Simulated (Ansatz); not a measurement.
ZnS (F-43m), work and stress of cleavage

Level of theory: DFT PBE, scalar-relativistic, plane waves, PAW (Ansatz). Cutoff 420 eV, Γ-centred 7×7×3 k-points, Gaussian smearing of 0.05 eV. No spin polarisation. Energies are free energies at this smearing, counted from the undisturbed cell; pressure is positive in compression.

The starting cell (as given, not relaxed at this level; it stands at 1.4 GPa):

```
Zn S
1.0
    -2.70465   -2.70465    0.00000
     2.70465   -2.70465    0.00000
     0.00000    0.00000   10.81860
Zn S
4 4
Cartesian
  0.0000 0.0000 10.1424
  0.0000 -2.7046 2.0285
  0.0000 0.0000 4.7331
  0.0000 -2.7046 7.4378
  -1.3523 -1.3523 3.3808
  1.3523 -1.3523 6.0855
  -1.3523 -1.3523 8.7901
  1.3523 -1.3523 0.6762
```

The cut lies on the cell's a–b face, a (0 -1 0) plane (indices in the standard cell, whose axes needn't be the Cartesian ones shown) of area 14.63 Å², between layers 1.35 Å apart. Vector c is lengthened by d along the normal with the atoms' Cartesian places fixed: one unrelaxed cut a cell. The traction is positive where the two halves pull on each other.

```
d (Å) energy (J/m²) traction (GPa)
-0.30           0.33           -21.6
-0.15           0.09           -11.0
 0.00           0.00            -1.4
 0.25           0.13            11.2
 0.50           0.52            19.1
 0.75           1.05            22.9
 1.00           1.64            23.4
 1.50           2.70            17.6
 2.00           3.34             9.0
 3.00           3.81             2.0
 4.50           3.94             0.4
 6.00           3.98             0.2
```

What are the work of separation and the cleavage stress, and do they fit the universal binding curve?

The energy levels off near W ≈ 3.98 J/m² (the traction is down to 0.2 GPa), the energy of the two unrelaxed faces, 1.99 J/m² each on average. The largest sampled traction is 23.4 GPa at d = 1.00 Å, and a parabola through it and its two neighbours peaks at σ_max ≈ 23.5 GPa, d ≈ 0.94 Å. The curve E = W[1 − (1 + d/ℓ)exp(−d/ℓ)] peaks in traction at d = ℓ with σ_max = W/(eℓ); with 1 J/m² per Å = 10 GPa this W and σ_max give ℓ = 0.62 Å. A parabola through that curve at the same three d peaks at -0.16 Å, against 0.94 Å here, so the traction peaks further out than on that curve. The cut parts unlike faces (Zn and S); in an ionic crystal that makes them polar, and the energy then depends on the thickness of the slab. Real crystals break at far lower stress, because cracks concentrate it, and on the plane of lowest W, which needn't be this one.

The cut is rigid; relaxing the faces lowers these energies and usually the stresses. The start isn't at rest at this level: it stands under 1.4 GPa with forces up to 0.00 eV/Å, so these aren't the figures of the relaxed crystal.

The gap closes along the scan, which can put kinks into the curve.

Cost: 12 runs of about 5.8 core-minutes in all, on Arm Neoverse V2 (shared hosts).